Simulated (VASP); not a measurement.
# ZnO (P6_3mc) in VASP: band structure with PBE

Aim: the band structure of ZnO with PBE.

Everything below comes from runs of VASP 6.6.1. Logs are shortened: lines on timing, memory, paths and dates and some standing lists are left out, and cuts for length are marked.

**The experiment to reproduce.**

“Electronic structure of alkaline earth and post-transition metal oxides”, 2009, arxiv:0908.1581 quotes, for a bulk crystal of ZnO: band gap 3.37 eV.

How close the calculation comes is told below.

## 1. The crystal as given

Symmetry: P6_3mc, No. 186, hexagonal system. The conventional cell has a = 3.287 Å, b = 3.287 Å, c = 5.305 Å, α = 90.00°, β = 90.00°, γ = 120.00°. Zn (site symmetry 3m) is surrounded by 4 O at 2.00 to 2.01 Å. O (site symmetry 3m) is surrounded by 4 Zn at 2.00 to 2.01 Å.

## 2. Band structure, PBE

Contents of INCAR:

```
SYSTEM = ZnO
PREC     = Accurate       ! precision mode
ENCUT    = 520            ! plane-wave cutoff, eV
EDIFF    = 1E-7           ! SCF threshold, eV
ISMEAR   = 0              ! smearing method
SIGMA    = 0.02           ! smearing width, eV
LREAL    = .False.        ! projectors in reciprocal space
LASPH    = .True.         ! aspherical terms in the spheres
NELM     = 60             ! most SCF steps
ALGO     = Fast           ! electronic algorithm
ISIF     = 2              ! what is computed and relaxed
LWAVE    = .False.        ! write WAVECAR
LCHARG   = .False.        ! write CHGCAR
GGA      = PE             ! functional
NBANDS   = 26             ! bands
AMIX     = 0.2
```

Contents of KPOINTS:

```
regular mesh
0
Gamma
  12 12 6
  0 0 0
```

Contents of POSCAR:

```
ZnO                                     
1.0
    3.2870285842     -0.0000000000      0.0000000000
   -1.6435142922      2.8466502541     -0.0000000000
    0.0000000000      0.0000000000      5.3053929938
  Zn              O             
     2     2
Direct
     0.3333333300000021    0.6666666699999979    0.4999597810423133
     0.6666666699999979    0.3333333300000021    0.9999597810423133
     0.6666666699999979    0.3333333300000021    0.3790502189576876
     0.3333333300000021    0.6666666699999979    0.8790502189576876
```

Contents of KPOINTS_OPT:

```
path GMKGALHA,LM,KH
20
line-mode
reciprocal
 0.0000000000  0.0000000000  0.0000000000  G
 0.5000000000  0.0000000000  0.0000000000  M

 0.5000000000  0.0000000000  0.0000000000  M
 0.3333333333  0.3333333333  0.0000000000  K

 0.3333333333  0.3333333333  0.0000000000  K
 0.0000000000  0.0000000000  0.0000000000  G

 0.0000000000  0.0000000000  0.0000000000  G
 0.0000000000  0.0000000000  0.5000000000  A

 0.0000000000  0.0000000000  0.5000000000  A
 0.5000000000  0.0000000000  0.5000000000  L

 0.5000000000  0.0000000000  0.5000000000  L
 0.3333333333  0.3333333333  0.5000000000  H

 0.3333333333  0.3333333333  0.5000000000  H
 0.0000000000  0.0000000000  0.5000000000  A

 0.5000000000  0.0000000000  0.5000000000  L
 0.5000000000  0.0000000000  0.0000000000  M

 0.3333333333  0.3333333333  0.0000000000  K
 0.3333333333  0.3333333333  0.5000000000  H
```

Potentials or basis: VASP PAW PBE potentials, release 64 (Zn, O).

Run with:

```
> cat potpaw_PBE.64/Zn/POTCAR potpaw_PBE.64/O/POTCAR > POTCAR
> mpirun -np 1 vasp_std > vasp.out
```

OUTCAR:

```text
SYSTEM = ZnO
   PREC = Accurate
   ENCUT = 520
   EDIFF = 1E-7
   ISMEAR = 0
   LREAL = .False.
   LASPH = .True.
   NELM = 60
   ISIF = 2
   GGA = PE
   AMIX = 0.2

 ion  position               nearest neighbor table
   1  0.333  0.667  0.500-   3 2.00   3 2.00   3 2.00   4 2.01
   2  0.667  0.333  1.000-   4 2.00   4 2.00   4 2.00   3 2.01
   3  0.667  0.333  0.379-   1 2.00   1 2.00   1 2.00   2 2.01
   4  0.333  0.667  0.879-   2 2.00   2 2.00   2 2.00   1 2.01

  LATTYP: Found a hexagonal cell.
 ALAT       =     3.2870285842
 C/A-ratio  =     1.6140392022

  Lattice vectors:

 A1 = (   3.2870285842,   0.0000000000,   0.0000000000)
 A2 = (  -1.6435142922,   2.8466502541,   0.0000000000)
 A3 = (   0.0000000000,   0.0000000000,   5.3053929938)

Analysis of symmetry for initial positions (statically):
=====================================================================
 Subroutine PRICEL returns:
 Original cell was already a primitive cell.

 Routine SETGRP: Setting up the symmetry group for a
 hexagonal supercell.

 Subroutine GETGRP returns: Found 12 space group operations
 (whereof  6 operations were pure point group operations)
 out of a pool of 24 trial point group operations.

The static configuration has the point symmetry C_3v.
 The point group associated with its full space group is C_6v.

Analysis of symmetry for dynamics (positions and initial velocities):
=====================================================================
 Subroutine PRICEL returns:
 Original cell was already a primitive cell.

 Routine SETGRP: Setting up the symmetry group for a
 hexagonal supercell.

 Subroutine GETGRP returns: Found 12 space group operations
 (whereof  6 operations were pure point group operations)
 out of a pool of 24 trial point group operations.

The dynamic configuration has the point symmetry C_3v.
 The point group associated with its full space group is C_6v.

 Subroutine INISYM returns: Found 12 space group operations
 (whereof  6 operations are pure point group operations),
 and found     1 'primitive' translations

----------------------------------------------------------------------------------------

                                     Primitive cell

  volume of cell :      49.6427

  direct lattice vectors                    reciprocal lattice vectors
     3.287028584  0.000000000  0.000000000     0.304226134  0.175645041  0.000000000
    -1.643514292  2.846650254  0.000000000     0.000000000  0.351290082  0.000000000
     0.000000000  0.000000000  5.305392994     0.000000000  0.000000000  0.188487451

  length of vectors
     3.287028584  3.287028582  5.305392994     0.351290081  0.351290082  0.188487451

  position of ions in fractional coordinates (direct lattice)
     0.333333330  0.666666670  0.499959781
     0.666666670  0.333333330  0.999959781
     0.666666670  0.333333330  0.379050219
     0.333333330  0.666666670  0.879050219

  ion indices of the primitive-cell ions
   primitive index   ion index
                 1           1
                 2           2
                 3           3
                 4           4

----------------------------------------------------------------------------------------

 KPOINTS: regular mesh

Automatic generation of k-mesh.
 Grid dimensions read from file:
 generate k-points for:   12   12    6

 Generating k-lattice:

  Cartesian coordinates                     Fractional coordinates (reciprocal lattice)
     0.025352178  0.014637087  0.000000000     0.083333333  0.000000000  0.000000000
     0.000000000  0.029274173  0.000000000     0.000000000  0.083333333  0.000000000
     0.000000000  0.000000000  0.031414575     0.000000000  0.000000000  0.166666667

  Length of vectors
     0.029274173  0.029274173  0.031414575

  Shift w.r.t. Gamma in fractional coordinates (k-lattice)
     0.000000000  0.000000000  0.000000000

 Subroutine IBZKPT returns following result:
 ===========================================

 Found     76 irreducible k-points:

 Following reciprocal coordinates:
            Coordinates               Weight
  0.000000  0.000000  0.000000      1.000000
  0.083333  0.000000  0.000000      6.000000
  0.166667 -0.000000  0.000000      6.000000
  0.250000 -0.000000  0.000000      6.000000
  0.333333 -0.000000  0.000000      6.000000
  0.416667 -0.000000  0.000000      6.000000
[... 16 lines left out ...]
  0.250000 -0.000000  0.166667     12.000000
  0.333333 -0.000000  0.166667     12.000000
 [... further k-points ...]
   k-points           NKPTS =     76   k-points in BZ     NKDIM =     76   number of bands    NBANDS=     26
   number of dos      NEDOS =    301   number of ions     NIONS =      4
   total plane-waves  NPLWV =  23040
   dimension x,y,z NGX =    24 NGY =   24 NGZ =   40
   dimension x,y,z NGXF=    48 NGYF=   48 NGZF=   80
   ions per type =               2   2
   NGX,Y,Z   is equivalent  to a cutoff of  12.14, 12.14, 12.53 a.u.
   NGXF,Y,Z  is equivalent  to a cutoff of  24.28, 24.28, 25.07 a.u.
 SYSTEM =  ZnO
   PREC   = accura    normal or accurate (medium, high low for compatibility)
   ISTART =      0    job   : 0-new  1-cont  2-samecut
   ICHARG =      2    charge: 1-file 2-atom 10-const
   ISPIN  =      1    spin polarized calculation?
   LNONCOLLINEAR =      F non collinear calculations
   LSORBIT =      F    spin-orbit coupling
   LASPH  =      T    aspherical Exc in radial PAW
   ENCUT  =  520.0 eV  38.22 Ry    6.18 a.u.   6.11  6.11  9.86*2*pi/ulx,y,z
   NELM   =     60;   NELMIN=  2; NELMDL= -5     # of ELM steps
   EDIFF  = 0.1E-06   stopping-criterion for ELM
   LREAL  =      F    real-space projection
   EDIFFG = 0.1E-05   stopping-criterion for IOM
   NSW    =      0    number of steps for IOM
   IBRION =     -1    ionic relax: 0-MD 1-quasi-New 2-CG
   NFREE  =      0    steps in history (QN), initial steepest desc. (CG)
   ISIF   =      2    stress and relaxation
   ISYM   =      2    0-nonsym 1-usesym 2-fastsym
   POTIM  = 0.5000    time-step for ionic-motion
   TEBEG  =    0.0;   TEEND  =   0.0 temperature during run
   PSTRESS=    0.0 pullay stress
   NELECT =      36.0000    total number of electrons
   NUPDOWN=      -1.0000    fix difference up-down
   EMIN   =  10.00;   EMAX   =-10.00  energy-range for DOS
   EFERMI =   0.00;   METHOD = LEGACY
   ISMEAR =     0;   SIGMA  =   0.02  broadening in eV -4-tet -1-fermi 0-gaus
   EFERMI_NEDOS =   21; number of points for ismear=-14 and -15
   IALGO  =     68    algorithm
   IMIX   =      4    mixing-type and parameters
     AMIX     =   0.20;   BMIX     =  1.00
     AMIX_MAG =   0.80;   BMIX_MAG =  1.00
  volume/ion in A,a.u.               =      12.41        83.75
  Fermi-wavevector in a.u.,A,eV,Ry     =   1.470812  2.779432 29.433335  2.163289
  Thomas-Fermi vector in A             =   2.586024
   LORBIT       =      0    0 simple, 1 ext, 2 COOP (PROOUT), +10 PAW based schemes
   GGA     = PE    functional components
   LHFCALC =     F    Hartree Fock is set to
   AEXX    =    0.0000 exact exchange contribution
   IVDW    =     0    specifies the selected vdW correction
   LEPSILON=     F    determine dielectric tensor
   LRPA    =     F    only Hartree local field effects (RPA)
 non-spin polarized calculation
 RMM-DIIS sequential band-by-band and
 Gauss-broadening in eV      SIGMA  =   0.02
  energy-cutoff  :      520.00
  volume of cell :       49.64
 maximum number of plane-waves:      1362
   NGX = 13   NGY = 13   NGZ = 19

 number of electron      36.0000037 magnetization

 Free energy of the ion-electron system (eV)
  ---------------------------------------------------
  ext. energy  EPLUGINS =         0.00000000
  ---------------------------------------------------
  free energy    TOTEN  =       -17.86225824 eV

  energy without entropy =      -17.86225824  energy(sigma->0) =      -17.86225824

 E-fermi :   0.9540     XC(G=0): -10.6894

 val. band max:        0.8358242912   @ k =   0.0000   0.0000   0.0000
 cond. band min:       1.5533015524   @ k =   0.0000   0.0000   0.0000
 fundamental gap:      0.7174772612
 Fermi energy:         0.9540220589

 k-point     1 :       0.0000    0.0000    0.0000
  band No.  band energies     occupation
      1     -16.9298      2.00000
      2     -16.2724      2.00000
      3      -4.6714      2.00000
      4      -4.6714      2.00000
      5      -4.6327      2.00000
      6      -4.4965      2.00000
[... 18 lines left out ...]
     25      14.7203      0.00000
     26      14.7203      0.00000

 k-point     2 :       0.0833    0.0000    0.0000
  band No.  band energies     occupation
      1     -16.8946      2.00000
      2     -16.2566      2.00000
      3      -4.7105      2.00000
      4      -4.6505      2.00000
      5      -4.6085      2.00000
      6      -4.4983      2.00000
[... 18 lines left out ...]
     25      14.6515      0.00000
     26      14.8038      0.00000

 k-point     3 :       0.1667   -0.0000    0.0000
  band No.  band energies     occupation
      1     -16.7952      2.00000
      2     -16.2145      2.00000
      3      -4.7991      2.00000
      4      -4.5954      2.00000
      5      -4.5719      2.00000
      6      -4.4884      2.00000
[... 18 lines left out ...]
     25      14.6231      0.00000
     26      14.8868      0.00000

 k-point     4 :       0.2500   -0.0000    0.0000
  band No.  band energies     occupation
      1     -16.6512      2.00000
      2     -16.1612      2.00000
      3      -4.8872      2.00000
      4      -4.5781      2.00000
      5      -4.5282      2.00000
      6      -4.4038      2.00000
[... 18 lines left out ...]
     25      13.9558      0.00000
     26      14.7536      0.00000
[... 496 lines left out ...]
      1     -16.7574      2.00000
      2     -16.2544      2.00000
      3      -4.8263      2.00000
      4      -4.6364      2.00000
      5      -4.5861      2.00000
      6      -4.5311      2.00000
[... 18 lines left out ...]
     25      13.8315      0.00000
     26      14.6945      0.00000

 k-point    23 :       0.2500   -0.0000    0.1667
  band No.  band energies     occupation
      1     -16.6186      2.00000
      2     -16.1940      2.00000
      3      -4.9139      2.00000
      4      -4.6574      2.00000
      5      -4.5146      2.00000
      6      -4.4271      2.00000
[... 18 lines left out ...]
     25      13.9589      0.00000
     26      14.6319      0.00000

 k-point    24 :       0.3333   -0.0000    0.1667
  band No.  band energies     occupation
      1     -16.4673      2.00000
      2     -16.1415      2.00000
      3      -4.9522      2.00000
      4      -4.6829      2.00000
      5      -4.4543      2.00000
      6      -4.2959      2.00000
[... 18 lines left out ...]
     25      14.0268      0.00000
     26      14.5744      0.00000

 [... further k-points ...]

------------------------ aborting loop because EDIFF is reached ----------------------------------------

  FORCE on cell =-STRESS in cart. coord.  units (eV):
  Direction    XX          YY          ZZ          XY          YZ          ZX
  --------------------------------------------------------------------------------------
  -------------------------------------------------------------------------------------
  Total       -0.0062899     -0.0062899     -0.0008042      0.0000000      0.0000000      0.0000000
  in kB       -0.2030027     -0.2030027     -0.0259550      0.0000000      0.0000000      0.0000000
  external PRESSURE =      -0.1439868 kB  Pullay stress =       0.0000000 kB

 VOLUME and BASIS-vectors are now :
 -----------------------------------------------------------------------------
  energy-cutoff  :      520.00
  volume of cell :       49.64
      direct lattice vectors                 reciprocal lattice vectors
     3.287028584  0.000000000  0.000000000     0.304226134  0.175645041  0.000000000
    -1.643514292  2.846650254  0.000000000     0.000000000  0.351290082  0.000000000
     0.000000000  0.000000000  5.305392994     0.000000000  0.000000000  0.188487451

 POSITION                                       TOTAL-FORCE (eV/Angst)
 -----------------------------------------------------------------------------------
     -0.00000      1.89777      2.65248         0.000000     -0.000000      0.000584
      1.64351      0.94888      5.30518        -0.000000      0.000000      0.000584
      1.64351      0.94888      2.01101         0.000000     -0.000000     -0.000584
     -0.00000      1.89777      4.66371        -0.000000      0.000000     -0.000584
 -----------------------------------------------------------------------------------
    total drift:                                0.000003     -0.000004     -0.001002

  FREE ENERGIE OF THE ION-ELECTRON SYSTEM (eV)
  ---------------------------------------------------
  free  energy   TOTEN  =       -17.8622582406 eV

  energy  without entropy=      -17.8622582406  energy(sigma->0) =      -17.86225824
```

It took 65 s on 1 thread of Intel Xeon 6975P-C (Granite Rapids), shared host; peak memory 0.26 GiB.

Results:

| Property | Result |
| --- | --- |
| Free energy | -17.8623 eV |
| Pressure | 0.0 GPa |
| Band gap on the k mesh | 0.72 eV, direct |
| Band gap along the path | 0.72 eV, direct |

Levels at the corners of the path, in eV from the valence-band top:
```tsv
point	band 14	band 15	band 16	band 17	band 18	band 19	band 20	band 21	band 22	band 23
Γ	-0.75	-0.75	-0.08	0.00	0.00	0.72	5.07	8.05	12.69	12.69
M	-3.41	-2.70	-2.12	-1.22	-0.79	5.59	6.81	7.52	8.22	10.36
M	-3.41	-2.70	-2.12	-1.22	-0.79	5.59	6.81	7.52	8.22	10.36
K	-3.45	-3.45	-1.82	-1.82	-1.64	7.44	7.44	7.65	8.06	10.55
K	-3.45	-3.45	-1.82	-1.82	-1.64	7.44	7.44	7.65	8.06	10.55
Γ	-0.75	-0.75	-0.08	0.00	0.00	0.72	5.07	8.05	12.69	12.69
Γ	-0.75	-0.75	-0.08	0.00	0.00	0.72	5.07	8.05	12.69	12.69
A	-2.22	-0.37	-0.37	-0.37	-0.37	3.34	3.34	9.89	9.89	12.98
A	-2.22	-0.37	-0.37	-0.37	-0.37	3.34	3.34	9.89	9.89	12.98
L	-3.68	-1.42	-1.42	-1.30	-1.30	5.63	5.63	8.19	8.19	11.12
L	-3.68	-1.42	-1.42	-1.30	-1.30	5.63	5.63	8.19	8.19	11.12
H	-3.62	-2.56	-2.56	-1.17	-1.17	7.74	7.74	7.94	7.94	8.63
H	-3.62	-2.56	-2.56	-1.17	-1.17	7.74	7.74	7.94	7.94	8.63
A	-2.22	-0.37	-0.37	-0.37	-0.37	3.34	3.34	9.89	9.89	12.98
L	-3.68	-1.42	-1.42	-1.30	-1.30	5.63	5.63	8.19	8.19	11.12
M	-3.41	-2.70	-2.12	-1.22	-0.79	5.59	6.81	7.52	8.22	10.36
K	-3.45	-3.45	-1.82	-1.82	-1.64	7.44	7.44	7.65	8.06	10.55
H	-3.62	-2.56	-2.56	-1.17	-1.17	7.74	7.74	7.94	7.94	8.63
```

## 3. Comparison with measurements

Step 2. Against the measured gap of ZnO, 3.37 eV (quoted in “Electronic structure of alkaline earth and post-transition metal oxides”, 2009, arxiv:0908.1581), the calculated 0.72 eV is off by -2.65 eV. So large a miss can be the level of theory's own, or it may mean another phase, state or a wrong row. The value is that of PBE, without temperature or zero-point motion. Semilocal functionals fall short of measured gaps as a rule.
